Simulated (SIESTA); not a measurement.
## AlAu2 under changes of volume

One of the cells (16.388 Å³/atom); the others are scaled copies at fixed shape and fractional positions:

```
CELL_PARAMETERS angstrom
-1.67151 1.67151 4.39908
1.67151 -1.67151 4.39908
1.67151 1.67151 -4.39908
ATOMIC_POSITIONS crystal
Au 0.34373 0.34373 0.00000
Au 0.65627 0.65627 0.00000
Al 0.00000 0.00000 0.00000
```

The cell comes from a database or a generator and needn't be the stable form of this composition.

* Program: SIESTA 5.4.2
* Functional: LDA
* Potentials or basis: PseudoDojo 0.4 standard (LDA files)
* Basis: DZP (energy shift 0.003 Ry; two zetas on semicore shells)
* Grid cutoff: 800 Ry
* Energy shift: 0.003 Ry
* k mesh: 11 × 11 × 11
* Occupations: fermi-dirac, width 0.05 eV
* Spin: no spin polarisation

```csv
volume (Å³/atom),energy over the lowest point (meV/atom),pressure (GPa),largest force (eV/Å)
15.405,?,?,?
15.732,0.00,0.5,0.241
16.060,2.39,-2.7,0.209
16.388,11.03,-5.6,0.186
16.716,25.16,-8.1,0.161
17.043,43.83,-10.1,0.137
17.371,66.41,-11.9,0.120
```

Problem. What does the run at 15.405 Å³/atom give?

Solution. Energy over the lowest point 4.74 meV/atom; pressure 4.3 GPa; largest force 0.277 eV/Å.

Worked out: A Birch-Murnaghan fit of order 3 (a polynomial in V^(-2/3)) to the other rows has its minimum at 15.78 Å³/atom with B0 = V·E''(V) = 170 GPa and B' = 6.4 at fixed shape and positions, which overstates the stiffness. It gives 5.03 meV/atom at 15.405 Å³/atom, against the run's 4.74, and -dE/dV = 4.5 GPa, against 4.3.

Energies are extrapolated to zero smearing.

Caveats: short orbitals over semicore shells can move pressures by several GPa; the basis of atomic orbitals isn't converged, which shifts pressures, moduli and gaps.
